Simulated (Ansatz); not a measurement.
A crystal relaxed with r2SCAN in Ansatz has space group P2_1 (No. 4) and a = 4.601 Å, b = 5.092 Å, c = 5.295 Å, β = 92.3°.

```
atom  site       x       y       z
  Hf    2a  0.7761  0.7780  0.0894
  Xx    2a  0.6967  0.2552  0.4144
   O    2a  0.0469  0.6777  0.3731
   O    2a  0.9361  0.1510  0.1606
   O    2a  0.5006  0.4678  0.6240
   O    2a  0.4598  0.9444  0.8287
```

The r2SCAN gap is indirect, 4.17 eV (Y₂ to Γ–Z (0.59 of the way from Γ)), below the direct gap of 4.42 eV at Γ–Z (0.50 of the way from Γ). The HSE06 gap is indirect, 5.30 eV (Y₂ to Γ–Z (0.59 of the way from Γ)), below the direct gap of 5.56 eV at Γ–Z (0.50 of the way from Γ). Meshes: r2SCAN 6×6×6, HSE06 4×4×4. r2SCAN's ε∞ is 3.9, 4.0 and 4.0 along x, y and z.

Q: Which element is Xx?
A. C
B. Si
C. Sn
D. Pb

A: B. Xx is Si: HfSiO4 on the sites of polar orthorhombic HfO2 (relaxed group P2_1). Hf is surrounded by 6 O at 1.98–2.24 Å; Si is surrounded by 5 O at 1.64–1.85 Å; O is surrounded by 1 Si at 1.64 Å and 1 Hf at 1.98 Å; O is surrounded by 1 Si at 1.85 Å and 2 Hf at 2.02–2.07 Å; O is surrounded by 2 Si at 1.73–1.82 Å and 1 Hf at 2.24 Å; O is surrounded by 1 Si at 1.74 Å and 2 Hf at 2.07–2.14 Å.

Simulation only: spin-unpolarised, and no claim that this is the phase found in nature.

The runs are scalar-relativistic, without spin-orbit coupling.

Where an edge lies off the special points, it is a point of the mesh or the k point where a search put PBE's edge or least direct gap, reused for the other functionals, whose own edges may lie a little apart.

The meshes of the hybrids are coarse, so their gaps aren't converged to the digits shown.

For a response run the program warns that the ground state's bands aren't all converged, so ε∞ carries an extra error.
